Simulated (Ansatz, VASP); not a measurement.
## FeNi3 in VASP and in Ansatz

File INCAR:

```
SYSTEM = FeNi3
PREC = Accurate
ENCUT = 520
EDIFF = 1E-6
ISMEAR = 1
SIGMA = 0.1
LREAL = .False.
LASPH = .True.
NELM = 150
ALGO = Normal
ISIF = 2
LWAVE = .False.
LCHARG = .False.
ISPIN = 2
MAGMOM = 2.4 1 1 1
LORBIT = 11
LMAXMIX = 4
GGA = CA
NBANDS = 31
```

KPOINTS

```
Automatic mesh
0
Gamma
  5 5 5
  0 0 0
```

Contents of POSCAR:

```
FeNi3
1.0
    0.0000000000      2.7825909340      2.7825909340
    2.7825909340      0.0000000000      2.7825909340
    2.7825909340      2.7825909340      0.0000000000
Fe Ni
1 3
Direct
    0.0000000000      0.0000000000      0.0000000000
    0.7500000000      0.7500000000      0.7500000000
    0.2500000000      0.2500000000      0.2500000000
    0.5000000000      0.5000000000      0.5000000000
```

Input for Ansatz:

```yaml
crystal:
  lattice:
    - [1.2484917033107015e-19, 2.7825909340123713, 2.7825909340123713]
    - [2.7825909340123713, 3.745475109932104e-19, 2.7825909340123713]
    - [2.7825909340123713, 2.7825909340123713, -2.2341070307423255e-36]
  atoms:
    - { symbol: Fe, position: [-3.500198811541903e-32, 3.230952749115603e-32, 3.769444873968204e-32], spin: 2.4 }
    - { symbol: Ni, position: [0.7500000000000001, 0.7500000000000001, 0.7500000000000001], spin: 1.0 }
    - { symbol: Ni, position: [0.25, 0.25, 0.25], spin: 1.0 }
    - { symbol: Ni, position: [0.5, 0.5, 0.5], spin: 1.0 }
kpoints:
  mp_grid:
    grid: [5, 5, 5]
hamiltonian:
  xc: lda
magnetization:
  spin_polarized: true
scf:
  occupations:
    method: methfessel_paxton
    width: 0.1
output:
  forces: true
  stress: true
```

The cell comes from a database or a generator and needn't be the stable form of this composition.

Alike in both runs: task single point; functional LDA; k mesh 5 × 5 × 5; occupations methfessel-paxton of order 1, width 0.1 eV; collinear spin.

|  | VASP | Ansatz |
| --- | --- | --- |
| version | VASP 6.6.1 | Ansatz 0.2.0 |
| potentials or method | VASP PAW LDA potentials, release 64 (Fe, Ni) | plane waves, PAW |
| plane-wave cutoff (eV) | 520 | 420 |
| valence electrons in the cell | 38 | 70 |

```tsv
	VASP	Ansatz	Ansatz less VASP
pressure (GPa)	-10.6	-10.0	+0.54
net moment per atom (μB)	0.97	1.01	+0.041
size of the moment on the site where the two differ most (μB)	0.52	0.60	+0.083
```

Site moments also hang on the region over which each program counts them. The two sets of potentials don't hold the same shells in valence. Ansatz warned: «stability_check_not_made».

Caveats: the k mesh is coarse (spacing up to 0.39 Å⁻¹), so the values aren't converged.
